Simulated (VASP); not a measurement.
**CdS (strained zincblende): a PBE single-point calculation in VASP**

INCAR

```
ISMEAR = -1
LASPH = .TRUE.
NBANDS = 16
NELM = 120
GGA = PE
EDIFF = 1E-7
LWAVE = .FALSE.
ISIF = 2
LCHARG = .FALSE.
ENCUT = 520
PREC = Accurate
LREAL = .FALSE.
IBRION = -1
SIGMA = 0.02
NSW = 0
```

KPOINTS

```
KPOINTS created by Atomic Simulation Environment
0
Gamma
8 8 8
0 0 0
```

KPOINTS_OPT

```
special points
6
Reciprocal
0.0000000000 0.0000000000 0.0000000000 1
-0.5000000000 -0.5000000000 0.0000000000 1
-0.3750000000 -0.3750000000 0.2500000000 1
-0.3750000000 0.0000000000 0.3750000000 1
0.0000000000 0.0000000000 0.5000000000 1
-0.5000000000 -0.2500000000 0.2500000000 1
```

POSCAR

```
Cd S
 1.0000000000000000
     0.0000000000000000    2.9098226945999999    2.9816746224999999
     2.9098226945999999    0.0000000000000000    2.9816746224999999
     2.9098226945999999    2.9098226945999999    0.0000000000000000
 Cd  S
   1   1
Cartesian
  0.0000000000000000  0.0000000000000000  0.0000000000000000
  1.4549113472999999  1.4549113472999999  1.4908373112500000
```

VASP ran with the recommended PBE PAW datasets (18 valence electrons in the cell).

Command

```
mpirun -np 1 vasp_std
```

OSZICAR

```
N       E                     dE             d eps       ncg     rms          rms(c)
DAV:   1     0.109820981927E+03    0.10982E+03   -0.91333E+03  1920   0.103E+03
DAV:   2    -0.238288449059E+01   -0.11220E+03   -0.10593E+03  2304   0.255E+02
DAV:   3    -0.665590288481E+01   -0.42730E+01   -0.42651E+01  2360   0.519E+01
DAV:   4    -0.668167080766E+01   -0.25768E-01   -0.25765E-01  2392   0.395E+00
DAV:   5    -0.668201681730E+01   -0.34601E-03   -0.34601E-03  2368   0.434E-01    0.781E+00
DAV:   6    -0.615298494924E+01    0.52903E+00   -0.84713E-01  2816   0.114E+01    0.632E+00
DAV:   7    -0.613425060966E+01    0.18734E-01   -0.19383E-01  2424   0.301E+00    0.310E+00
DAV:   8    -0.613451168657E+01   -0.26108E-03   -0.17462E-02  2264   0.166E+00    0.295E-01
DAV:   9    -0.613444240711E+01    0.69279E-04   -0.20394E-03  2376   0.658E-01    0.587E-02
DAV:  10    -0.613457109569E+01   -0.12869E-03   -0.24536E-04  2352   0.156E-01    0.684E-02
DAV:  11    -0.613465540809E+01   -0.84312E-04   -0.13560E-04  2232   0.912E-02    0.237E-02
DAV:  12    -0.613464715412E+01    0.82540E-05   -0.24749E-05  2592   0.634E-02    0.100E-02
DAV:  13    -0.613464841171E+01   -0.12576E-05   -0.39887E-06  2336   0.117E-02    0.102E-02
DAV:  14    -0.613464810861E+01    0.30310E-06   -0.29520E-07  2576   0.319E-03    0.506E-03
DAV:  15    -0.613464809279E+01    0.15823E-07   -0.34903E-08  1536   0.119E-03
   1 F= -.61346481E+01 E0= -.61346481E+01  d E =-.146962E-10
       N       E                     dE             ncg
DAV:   1     0.138684669468E+04   -0.29744E+04      192
DAV:   2     0.679428069593E+03   -0.70742E+03      232
DAV:   3     0.653370194379E+03   -0.26058E+02      240
DAV:   4     0.653228341519E+03   -0.14185E+00      240
DAV:   5     0.653226530648E+03   -0.18109E-02      248
DAV:   6     0.653226496458E+03   -0.34190E-04      248
DAV:   7     0.653226495654E+03   -0.80347E-06      240
DAV:   8     0.653226495635E+03   -0.18747E-07      216
```

From OUTCAR

```
k-points           NKPTS =     59   k-points in BZ     NKDIM =     59   number of bands    NBANDS=     16

   NELECT =      18.0000    total number of electrons

   dimension x,y,z NGX =    32 NGY =   32 NGZ =   32
   dimension x,y,z NGXF=    64 NGYF=   64 NGZF=   64

  energy-cutoff  :      520.00
  volume of cell :       50.49
      direct lattice vectors                 reciprocal lattice vectors
     0.000000000  2.909822695  2.981674622    -0.171831775  0.171831775  0.167691000
     2.909822695  0.000000000  2.981674622     0.171831775 -0.171831775  0.167691000
     2.909822695  2.909822695  0.000000000     0.171831775  0.171831775 -0.167691000

 k-points in reciprocal lattice and weights: KPOINTS created by Atomic Simulation Env
   0.00000000  0.00000000  0.00000000       0.002
   0.12500000  0.00000000  0.00000000       0.016
   0.25000000  0.00000000  0.00000000       0.016
   0.37500000 -0.00000000  0.00000000       0.016
   0.50000000  0.00000000  0.00000000       0.008
   0.12500000  0.12500000  0.00000000       0.004
   0.25000000  0.12500000  0.00000000       0.016
   0.37500000  0.12500000  0.00000000       0.016
   ...

 E-fermi :   1.5739

 k-point     1 :       0.0000    0.0000    0.0000
  band No.  band energies     occupation
      1     -11.0970      2.00000
      2      -6.5100      2.00000
      3      -6.4950      2.00000
      4      -6.4950      2.00000
      5      -6.0490      2.00000
      6      -6.0403      2.00000
      7       1.1144      2.00000
      8       1.1895      2.00000
      9       1.1895      2.00000
     10       2.2746      0.00000
     11       7.7166      0.00000
     12       7.7196      0.00000
     13       7.7196      0.00000
     14      12.3844      0.00000
     15      12.5623      0.00000
     16      12.7850      0.00000

 k-point     2 :       0.1250    0.0000    0.0000
  band No.  band energies     occupation
      1     -11.0372      2.00000
      2      -6.4848      2.00000
      3      -6.4734      2.00000
      4      -6.4460      2.00000
      5      -6.0489      2.00000
      6      -6.0421      2.00000
      7       0.1500      2.00000
      8       1.0188      2.00000
      9       1.0756      2.00000
     10       3.1127      0.00000
     11       7.4499      0.00000
     12       7.9068      0.00000
     13       7.9233      0.00000
     14      11.8826      0.00000
     15      12.1557      0.00000
     16      13.1124      0.00000

 k-point     3 :       0.2500    0.0000    0.0000
  band No.  band energies     occupation
      1     -10.8921      2.00000
      2      -6.4382      2.00000
      3      -6.4262      2.00000
      4      -6.2598      2.00000
      5      -6.0404      2.00000
      6      -6.0399      2.00000
      7      -1.2882      2.00000
      8       0.7444      2.00000
      9       0.8191      2.00000
     10       3.9105      0.00000
     11       7.4351      0.00000
     12       8.1783      0.00000
     13       8.2590      0.00000
     14      11.7215      0.00000
     15      11.8486      0.00000
     16      12.4869      0.00000

 k-point     4 :       0.3750   -0.0000    0.0000
  band No.  band energies     occupation
      1     -10.7471      2.00000
      2      -6.4037      2.00000
      3      -6.3890      2.00000
      4      -6.0247      2.00000
      5      -6.0197      2.00000
      6      -5.9189      2.00000
      7      -2.5509      2.00000
      8       0.4906      2.00000
      9       0.5822      2.00000
     10       4.1401      0.00000
     11       8.0611      0.00000
     12       8.2289      0.00000
     13       8.3153      0.00000
     14      12.0729      0.00000
     15      12.6181      0.00000
     16      12.6838      0.00000

 k-point     5 :       0.5000    0.0000    0.0000
  band No.  band energies     occupation
      1     -10.6875      2.00000
      2      -6.3933      2.00000
      3      -6.3773      2.00000
      4      -6.0137      2.00000
      5      -6.0041      2.00000
      6      -5.6804      2.00000
      7      -3.1297      2.00000
      8       0.3899      2.00000
      9       0.4884      2.00000
     10       4.1488      0.00000
     11       8.0899      0.00000
     12       8.2706      0.00000
     13       8.5948      0.00000
     14      12.1929      0.00000
     15      13.6110      0.00000
     16      13.7365      0.00000

 k-point     6 :       0.1250    0.1250    0.0000
  band No.  band energies     occupation
      1     -11.0194      2.00000
      2      -6.4656      2.00000
      3      -6.4530      2.00000
      4      -6.4530      2.00000
      5      -6.0650      2.00000
      6      -6.0292      2.00000
      7       0.1033      2.00000
      8       0.8804      2.00000
      9       0.8804      2.00000
     10       3.3828      0.00000
     11       7.0757      0.00000
     12       8.1745      0.00000
     13       8.1745      0.00000
     14      10.8377      0.00000
     15      12.8780      0.00000
     16      13.6481      0.00000

 k-point     7 :       0.2500    0.1250    0.0000
  band No.  band energies     occupation
      1     -10.9042      2.00000
      2      -6.4310      2.00000
      3      -6.4029      2.00000
      4      -6.3215      2.00000
      5      -6.0686      2.00000
      6      -6.0196      2.00000
      7      -0.9338      2.00000
      8       0.5789      2.00000
      9       0.5901      2.00000
     10       4.1935      0.00000
     11       6.8202      0.00000
     12       8.3353      0.00000
     13       8.6274      0.00000
     14      10.5232      0.00000
     15      12.6925      0.00000
     16      13.8769      0.00000

 k-point     8 :       0.3750    0.1250    0.0000
  band No.  band energies     occupation
      1     -10.7596      2.00000
      2      -6.3967      2.00000
      3      -6.3600      2.00000
      4      -6.1037      2.00000
      5      -6.0091      2.00000
      6      -5.9723      2.00000
      7      -2.1466      2.00000
      8       0.2152      2.00000
      9       0.3519      2.00000
     10       4.6641      0.00000
     11       7.2026      0.00000
     12       8.2243      0.00000
     13       8.7812      0.00000
     14      11.4194      0.00000
     15      13.1138      0.00000
     16      13.2689      0.00000

 k-point     9 :       0.5000    0.1250    0.0000
  band No.  band energies     occupation
      1     -10.6711      2.00000
      2      -6.3803      2.00000
      3      -6.3460      2.00000
      4      -6.0405      2.00000
      5      -6.0100      2.00000
      6      -5.6754      2.00000
      7      -2.9617      2.00000
      8      -0.0887      2.00000
      9       0.3136      2.00000
     10       4.7469      0.00000
     11       7.4262      0.00000
     12       8.6441      0.00000
     13       8.7284      0.00000
     14      12.3528      0.00000
     15      13.4459      0.00000
     16      13.6639      0.00000

 k-point    10 :      -0.3750    0.1250    0.0000
  band No.  band energies     occupation
      1     -10.6888      2.00000
      2      -6.3794      2.00000
      3      -6.3588      2.00000
      4      -6.0339      2.00000
      5      -6.0319      2.00000
      6      -5.7402      2.00000
      7      -2.7770      2.00000
      8      -0.1819      2.00000
      9       0.4813      2.00000
     10       4.7443      0.00000
     11       7.6192      0.00000
     12       8.4025      0.00000
     13       8.5330      0.00000
     14      12.3509      0.00000
     15      12.7881      0.00000
     16      13.9525      0.00000

 k-point    11 :      -0.2500    0.1250    0.0000
  band No.  band energies     occupation
      1     -10.8029      2.00000
      2      -6.3981      2.00000
      3      -6.3978      2.00000
      4      -6.1500      2.00000
      5      -6.0572      2.00000
      6      -5.9775      2.00000
      7      -1.7657      2.00000
      8       0.0000      2.00000
      9       0.7719      2.00000
     10       4.5676      0.00000
     11       7.3690      0.00000
     12       8.0623      0.00000
     13       8.4242      0.00000
     14      11.2860      0.00000
     15      12.7657      0.00000
     16      13.3865      0.00000

 k-point    12 :      -0.1250    0.1250    0.0000
  band No.  band energies     occupation
      1     -10.9476      2.00000
      2      -6.4486      2.00000
      3      -6.4422      2.00000
      4      -6.3582      2.00000
      5      -6.0565      2.00000
      6      -6.0285      2.00000
      7      -0.6050      2.00000
      8       0.4711      2.00000
      9       1.0260      2.00000
     10       3.8679      0.00000
     11       7.1165      0.00000
     12       8.1081      0.00000
     13       8.2469      0.00000
     14      11.3045      0.00000
     15      12.1038      0.00000
     16      13.9438      0.00000

 ...

  Total        0.6932890      0.6932890      0.5509415      0.0000000      0.0000000      0.0000000
  in kB       21.9989304     21.9989304     17.4820660      0.0000000      0.0000000      0.0000000
  external PRESSURE =      20.4933089 kB  Pullay stress =       0.0000000 kB

 POSITION                                       TOTAL-FORCE (eV/Angst)
 -----------------------------------------------------------------------------------
      0.00000      0.00000      0.00000        -0.000000     -0.000000      0.000000
      1.45491      1.45491      1.49084         0.000000      0.000000     -0.000000
 -----------------------------------------------------------------------------------
    total drift:                               -0.000000     -0.000000     -0.000000

  FREE ENERGIE OF THE ION-ELECTRON SYSTEM (eV)
  ---------------------------------------------------
  free  energy   TOTEN  =        -6.1346480928 eV

  energy  without entropy=       -6.1346480928  energy(sigma->0) =       -6.13464809
```

```json
{"gap between bands v and c": "1.09 eV", "least direct gap": "1.09 eV", "pressure": "2.0 GPa"}
```

Band v is the last that the valence electrons fill when counted band by band, and c is the next.

The run took about 41 s on one core of a shared host (Intel Xeon Platinum 8488C) and held 0.21 GiB at most.
